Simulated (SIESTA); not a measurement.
CdSe (Cadmoselite):

```
Cd Se
1.0
     4.30000    0.00000    0.00000
    -2.15000    3.72391    0.00000
     0.00000    0.00000    7.02000
Cd Se
2 2
Direct
  0.66667 0.33333 0.50000
  0.33333 0.66667 0.00000
  0.66667 0.33333 0.88500
  0.33333 0.66667 0.38500
```

Base run:

```yaml
Program: SIESTA 5.4.2
Functional: vdW-DF-cx
Potentials_or_basis: PseudoDojo 0.4 standard (PBE files)
Basis: DZP (energy shift 0.003 Ry; two zetas on semicore shells)
Grid_cutoff: 800 Ry
Energy_shift: 0.003 Ry
k_mesh: 7 × 7 × 4
Occupations: fermi-dirac, width 0.05 eV
Spin: no spin polarisation
```

Its results: band gap on the k mesh 0.85 eV, direct; pressure 1.0 GPa; largest force 0.313 eV/Å.

Question: The run is repeated on the same cell with these changes: functional from vdW-DF-cx to BLYP. What comes out?

Answer: Band gap on the k mesh 0.90 eV, direct; pressure 5.8 GPa; largest force 0.339 eV/Å.

Caveats: the potentials were made for another functional, which shifts forces and pressure; the basis of atomic orbitals isn't converged, which shifts pressures, moduli and gaps.
